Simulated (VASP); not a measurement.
# HfB2 (P6/mmm) in VASP: further runs

Runs on HfB2. Level: LDA. Tasks: single point, relaxation of cell and atoms.

Everything below comes from runs of VASP 6.6.1. Logs are shortened: lines on timing, memory, paths and dates and some standing lists are left out, and cuts for length are marked.

### Step 1. Starting point

It takes space group P6/mmm (No. 191, hexagonal). The conventional cell has a = 3.145 Å, b = 3.145 Å, c = 3.487 Å, α = 90.00°, β = 90.00°, γ = 120.00°. Around Hf (site symmetry 6/mmm) lie 12 B at 2.52 Å. B (site symmetry -6m2) has 3 B at 1.82 Å as nearest neighbours.

### Step 2. Single point, LDA (relaxed again under DFT LDA, scalar-relativistic, plane waves, PAW)

Input file INCAR:

```
PREC = Accurate ; ENCUT = 520
EDIFF = 1E-6 ; ISMEAR = 0
SIGMA = 0.1 ; LREAL = False
LASPH = True ; NELM = 100
ALGO = Fast ; ISIF = 2
LWAVE = False ; LCHARG = True
GGA = CA ; LELF = True
LVHAR = True ; NBANDS = 15
```

Input file KPOINTS:

```
Automatic mesh
0
Gamma
  15 15 12
```

Input file POSCAR:

```
HfB2
1.0
    3.1030574894      0.0000000000      0.0000000000
   -1.5515287447      2.6873266152      0.0000000000
    0.0000000000      0.0000000000      3.4222337440
Hf B
1 2
Direct
    0.0000000000      0.0000000000      0.0000000000
    0.3333333333      0.6666666667      0.5000000000
    0.6666666667      0.3333333333      0.5000000000
```

Potentials or basis: VASP PAW LDA potentials, release 64 (Hf_pv, B).

On the command line:

```sh
$ cat potpaw_LDA.64/Hf_pv/POTCAR potpaw_LDA.64/B/POTCAR > POTCAR
$ mpirun -np 1 vasp_std > vasp.out
```

OUTCAR:

```text
PREC = Accurate
   ENCUT = 520
   EDIFF = 1E-6
   ISMEAR = 0
   LREAL = False
   LASPH = True
   NELM = 100
   ISIF = 2
   GGA = CA

 ion  position               nearest neighbor table
   1  0.000  0.000  0.000-   2 2.48   3 2.48   2 2.48   3 2.48   2 2.48   2 2.48   3 2.48   3 2.48
                             3 2.48   3 2.48   2 2.48   2 2.48
   2  0.333  0.667  0.500-   3 1.79   3 1.79   3 1.79   1 2.48   1 2.48   1 2.48   1 2.48   1 2.48
                             1 2.48
   3  0.667  0.333  0.500-   2 1.79   2 1.79   2 1.79   1 2.48   1 2.48   1 2.48   1 2.48   1 2.48
                             1 2.48

  LATTYP: Found a hexagonal cell.
 ALAT       =     3.1030574894
 C/A-ratio  =     1.1028586340

  Lattice vectors:

 A1 = (   3.1030574894,   0.0000000000,   0.0000000000)
 A2 = (  -1.5515287447,   2.6873266152,   0.0000000000)
 A3 = (   0.0000000000,   0.0000000000,   3.4222337440)

Analysis of symmetry for initial positions (statically):
=====================================================================
 Subroutine PRICEL returns:
 Original cell was already a primitive cell.

 Routine SETGRP: Setting up the symmetry group for a
 hexagonal supercell.

 Subroutine GETGRP returns: Found 24 space group operations
 (whereof 24 operations were pure point group operations)
 out of a pool of 24 trial point group operations.

The static configuration has the point symmetry D_6h.

Analysis of symmetry for dynamics (positions and initial velocities):
=====================================================================
 Subroutine PRICEL returns:
 Original cell was already a primitive cell.

 Routine SETGRP: Setting up the symmetry group for a
 hexagonal supercell.

 Subroutine GETGRP returns: Found 24 space group operations
 (whereof 24 operations were pure point group operations)
 out of a pool of 24 trial point group operations.

The dynamic configuration has the point symmetry D_6h.

 Subroutine INISYM returns: Found 24 space group operations
 (whereof 24 operations are pure point group operations),
 and found     1 'primitive' translations

----------------------------------------------------------------------------------------

                                     Primitive cell

  volume of cell :      28.5378

  direct lattice vectors                    reciprocal lattice vectors
     3.103057489  0.000000000  0.000000000     0.322262802  0.186058515  0.000000000
    -1.551528745  2.687326615  0.000000000     0.000000000  0.372117030  0.000000000
     0.000000000  0.000000000  3.422233744     0.000000000  0.000000000  0.292206808

  length of vectors
     3.103057489  3.103057489  3.422233744     0.372117030  0.372117030  0.292206808

  position of ions in fractional coordinates (direct lattice)
     0.000000000  0.000000000  0.000000000
     0.333333333  0.666666667  0.500000000
     0.666666667  0.333333333  0.500000000

  ion indices of the primitive-cell ions
   primitive index   ion index
                 1           1
                 2           2
                 3           3

----------------------------------------------------------------------------------------

 KPOINTS: Automatic mesh

Automatic generation of k-mesh.
 Grid dimensions read from file:
 generate k-points for:   15   15   12

 Generating k-lattice:

  Cartesian coordinates                     Fractional coordinates (reciprocal lattice)
     0.021484187  0.012403901  0.000000000     0.066666667  0.000000000  0.000000000
     0.000000000  0.024807802  0.000000000     0.000000000  0.066666667  0.000000000
     0.000000000  0.000000000  0.024350567     0.000000000  0.000000000  0.083333333

  Length of vectors
     0.024807802  0.024807802  0.024350567

  Shift w.r.t. Gamma in fractional coordinates (k-lattice)
     0.000000000  0.000000000  0.000000000

 Subroutine IBZKPT returns following result:
 ===========================================

 Found    189 irreducible k-points:

 Following reciprocal coordinates:
            Coordinates               Weight
  0.000000  0.000000  0.000000      1.000000
  0.066667 -0.000000  0.000000      6.000000
  0.133333  0.000000  0.000000      6.000000
  0.200000 -0.000000  0.000000      6.000000
  0.266667  0.000000  0.000000      6.000000
  0.333333 -0.000000  0.000000      6.000000
[... 16 lines left out ...]
  0.333333  0.200000  0.000000     12.000000
  0.400000  0.200000  0.000000      6.000000
 [... further k-points ...]
   k-points           NKPTS =    189   k-points in BZ     NKDIM =    189   number of bands    NBANDS=     15
   number of dos      NEDOS =    301   number of ions     NIONS =      3
   total plane-waves  NPLWV =  16128
   dimension x,y,z NGX =    24 NGY =   24 NGZ =   28
   dimension x,y,z NGXF=    48 NGYF=   48 NGZF=   56
   ions per type =               1   2
   NGX,Y,Z   is equivalent  to a cutoff of  12.86, 12.86, 13.60 a.u.
   NGXF,Y,Z  is equivalent  to a cutoff of  25.72, 25.72, 27.20 a.u.
 SYSTEM =  unknown system
   PREC   = accura    normal or accurate (medium, high low for compatibility)
   ISTART =      0    job   : 0-new  1-cont  2-samecut
   ICHARG =      2    charge: 1-file 2-atom 10-const
   ISPIN  =      1    spin polarized calculation?
   LNONCOLLINEAR =      F non collinear calculations
   LSORBIT =      F    spin-orbit coupling
   LASPH  =      T    aspherical Exc in radial PAW
   ENCUT  =  520.0 eV  38.22 Ry    6.18 a.u.   5.77  5.77  6.36*2*pi/ulx,y,z
   NELM   =    100;   NELMIN=  2; NELMDL= -5     # of ELM steps
   EDIFF  = 0.1E-05   stopping-criterion for ELM
   LREAL  =      F    real-space projection
   EDIFFG = 0.1E-04   stopping-criterion for IOM
   NSW    =      0    number of steps for IOM
   IBRION =     -1    ionic relax: 0-MD 1-quasi-New 2-CG
   NFREE  =      0    steps in history (QN), initial steepest desc. (CG)
   ISIF   =      2    stress and relaxation
   ISYM   =      2    0-nonsym 1-usesym 2-fastsym
   POTIM  = 0.5000    time-step for ionic-motion
   TEBEG  =    0.0;   TEEND  =   0.0 temperature during run
   PSTRESS=    0.0 pullay stress
   NELECT =      16.0000    total number of electrons
   NUPDOWN=      -1.0000    fix difference up-down
   EMIN   =  10.00;   EMAX   =-10.00  energy-range for DOS
   EFERMI =   0.00;   METHOD = LEGACY
   ISMEAR =     0;   SIGMA  =   0.10  broadening in eV -4-tet -1-fermi 0-gaus
   EFERMI_NEDOS =   21; number of points for ismear=-14 and -15
   IALGO  =     68    algorithm
   IMIX   =      4    mixing-type and parameters
     AMIX     =   0.40;   BMIX     =  1.00
     AMIX_MAG =   1.60;   BMIX_MAG =  1.00
  volume/ion in A,a.u.               =       9.51        64.19
  Fermi-wavevector in a.u.,A,eV,Ry     =   1.349920  2.550980 24.793696  1.822285
  Thomas-Fermi vector in A             =   2.477468
   LORBIT       =      0    0 simple, 1 ext, 2 COOP (PROOUT), +10 PAW based schemes
   GGA     = CA    functional components
   LHFCALC =     F    Hartree Fock is set to
   AEXX    =    0.0000 exact exchange contribution
   IVDW    =     0    specifies the selected vdW correction
   LEPSILON=     F    determine dielectric tensor
   LRPA    =     F    only Hartree local field effects (RPA)
 non-spin polarized calculation
 RMM-DIIS sequential band-by-band and
 Gauss-broadening in eV      SIGMA  =   0.10
  energy-cutoff  :      520.00
  volume of cell :       28.54
 maximum number of plane-waves:       780
 NGX is ok and might be reduce to    24
   NGX = 11   NGY = 11   NGZ = 13

 number of electron      16.0000000 magnetization

 Free energy of the ion-electron system (eV)
  ---------------------------------------------------
  ext. energy  EPLUGINS =         0.00000000
  ---------------------------------------------------
  free energy    TOTEN  =       -28.95431005 eV

  energy without entropy =      -28.95316276  energy(sigma->0) =      -28.95373640

 E-fermi :   8.0006     XC(G=0): -12.9112

 val. band max:        7.9986715762   @ k =   0.4000   0.1333   0.0000
 cond. band min:       8.0320738949   @ k =   0.1333   0.1333   0.2500
 fundamental gap:      0.0334023187
 Fermi energy:         8.0006233576

 k-point     1 :       0.0000    0.0000    0.0000
  band No.  band energies     occupation
      1     -22.3690      2.00000
      2     -21.8089      2.00000
      3     -21.8089      2.00000
      4      -5.7991      2.00000
      5       4.9010      2.00000
      6       4.9810      2.00000
      7       4.9810      2.00000
      8       5.3583      2.00000
      9      12.1279      0.00000
     10      12.1279      0.00000
     11      12.8466      0.00000
     12      12.8466      0.00000
     13      13.1614      0.00000
     14      13.1614      0.00000
     15      13.3889      0.00000

 k-point     2 :       0.0667   -0.0000    0.0000
  band No.  band energies     occupation
      1     -22.3623      2.00000
      2     -21.8500      2.00000
      3     -21.8179      2.00000
      4      -5.6986      2.00000
      5       4.7139      2.00000
      6       4.9832      2.00000
      7       5.0018      2.00000
      8       5.2574      2.00000
      9      11.9550      0.00000
     10      12.0571      0.00000
     11      12.2518      0.00000
     12      12.2718      0.00000
     13      13.6057      0.00000
     14      13.9985      0.00000
     15      14.0382      0.00000
[... 365 lines left out ...]
      3     -22.1913      2.00000
      4      -1.8416      2.00000
      5       0.0634      2.00000
      6       1.9937      2.00000
      7       4.2927      2.00000
      8       7.1384      2.00000
      9       7.7594      1.99936
     10      10.3482      0.00000
     11      13.4924      0.00000
     12      15.1777      0.00000
     13      16.8411      0.00000
     14      18.1470      0.00000
     15      18.5955      0.00000

 k-point    24 :       0.4000    0.2000    0.0000
  band No.  band energies     occupation
      1     -22.5867      2.00000
      2     -22.2117      2.00000
      3     -22.1999      2.00000
      4      -1.1588      2.00000
      5      -0.6310      2.00000
      6       1.8859      2.00000
      7       4.3310      2.00000
      8       6.9154      2.00000
      9       7.7173      1.99994
     10      11.0891      0.00000
     11      12.7417      0.00000
     12      15.1445      0.00000
     13      17.4096      0.00000
     14      18.5355      0.00000
     15      18.8251      0.00000

 [... further k-points ...]

------------------------ aborting loop because EDIFF is reached ----------------------------------------

  FORCE on cell =-STRESS in cart. coord.  units (eV):
  Direction    XX          YY          ZZ          XY          YZ          ZX
  --------------------------------------------------------------------------------------
  -------------------------------------------------------------------------------------
  Total        0.0884894      0.0884894      0.1883894      0.0000000     -0.0000000      0.0000000
  in kB        4.9680047      4.9680047     10.5766256      0.0000000     -0.0000000      0.0000000
  external PRESSURE =       6.8375450 kB  Pullay stress =       0.0000000 kB

 VOLUME and BASIS-vectors are now :
 -----------------------------------------------------------------------------
  energy-cutoff  :      520.00
  volume of cell :       28.54
      direct lattice vectors                 reciprocal lattice vectors
     3.103057489  0.000000000  0.000000000     0.322262802  0.186058515  0.000000000
    -1.551528745  2.687326615  0.000000000     0.000000000  0.372117030  0.000000000
     0.000000000  0.000000000  3.422233744     0.000000000  0.000000000  0.292206808

 POSITION                                       TOTAL-FORCE (eV/Angst)
 -----------------------------------------------------------------------------------
      0.00000      0.00000      0.00000        -0.000000     -0.000000      0.000000
     -0.00000      1.79155      1.71112        -0.000000     -0.000000      0.000000
      1.55153      0.89578      1.71112         0.000000      0.000000     -0.000000
 -----------------------------------------------------------------------------------
    total drift:                               -0.000000      0.000000      0.000000

  FREE ENERGIE OF THE ION-ELECTRON SYSTEM (eV)
  ---------------------------------------------------
  free  energy   TOTEN  =       -28.9543100457 eV

  energy  without entropy=      -28.9531627641  energy(sigma->0) =      -28.95373640
```

Run time: 40 s. Hardware: 1 thread of AMD EPYC 9R45 (Zen 5), shared host; peak memory 0.16 GiB.

Results:

```yaml
Free_energy: -28.9543 eV
Pressure: 0.7 GPa
Band_gap_on_the_k_mesh: none (metal or under the smearing width)
```

Stress tensor (GPa, compression positive):
```
0.50 0.00 0.00
0.00 0.50 0.00
0.00 0.00 1.06
```

### Step 3. Relaxation of cell and atoms, LDA

Input file INCAR:

```
SYSTEM = HfB2
PREC = Accurate ; ENCUT = 600
EDIFF = 1E-7 ; ISMEAR = 0
SIGMA = 0.1 ; LREAL = .False.
LASPH = .True. ; NELM = 100
ALGO = Normal ; ISIF = 3
LWAVE = .False. ; LCHARG = .False.
IBRION = 2 ; NSW = 70
EDIFFG = -0.005
```

Input file KPOINTS:

```
Automatic mesh
0
Gamma
  15 15 12
  0 0 0
```

Input file POSCAR:

```
HfB2
1.0
    3.1450633627      0.0000000000      0.0000000000
   -1.5725316813      2.7237047686      0.0000000000
    0.0000000000      0.0000000000      3.4872976848
Hf B
1 2
Direct
    0.0000000000      0.0000000000      0.0000000000
    0.3333333333      0.6666666667      0.5000000000
    0.6666666667      0.3333333333      0.5000000000
```

Potentials or basis: VASP PAW LDA potentials, release 64 (Hf_pv, B).

On the command line:

```sh
$ cat potpaw_LDA.64/Hf_pv/POTCAR potpaw_LDA.64/B/POTCAR > POTCAR
$ mpirun -np 1 vasp_std > vasp.out
```

It took 2.3 min on 1 thread of AMD EPYC 9R45 (Zen 5), shared host; peak memory 0.19 GiB.

Results (log left out):

```yaml
Free_energy: -28.9571 eV
Relaxed_volume: 9.53 Å³/atom
Relaxed_cell: a = 3.104 Å, b = 3.104 Å, c = 3.429 Å, α = 90.00°, β = 90.00°, γ = 120.00°
Space_group_after_relaxing_to_0.05_Å: P6/mmm (No. 191)
Energy_gained_by_relaxing: 15.0 meV/atom
Ionic_steps: 6
Pressure_after_relaxing: 0.1 GPa
Band_gap_on_the_k_mesh: none (metal or under the smearing width)
```

Step by step:
```
step  energy change (eV)  largest force (eV/Å)  pressure (GPa)  volume (Å³)
   1              0.0000                0.0000          -11.00        29.87
   2              0.0405                0.0000           17.90        27.01
   3             -0.0448                0.0000           -0.16        28.63
   4             -0.0448                0.0000            0.07        28.61
   5             -0.0450                0.0000            0.08        28.60
   6             -0.0450                0.0000            0.07        28.60
```

Final structure:
```xyz
3
Lattice="3.1036 0.0000 0.0000 -1.5518 2.6878 0.0000 0.0000 0.0000 3.4285" Properties=species:S:1:pos:R:3 pbc="T T T"
Hf    3.1036    0.0000    0.0000
B     0.0000    1.7919    1.7143
B     1.5518    0.8959    1.7143
```

Levels at points of the mesh, in eV from the Fermi level:
```csv
k point,band 6,band 7,band 8,band 9,band 10,band 11
"(0.00, 0.00, 0.00)",-3.00,-3.00,-2.66,4.12,4.12,4.82
"(0.00, 0.00, 0.50)",-1.21,-1.21,0.26,0.26,0.97,0.97
```

The run has no spin-orbit coupling, so splittings on Hf are missing. LDA usually gives volumes a few per cent too small.
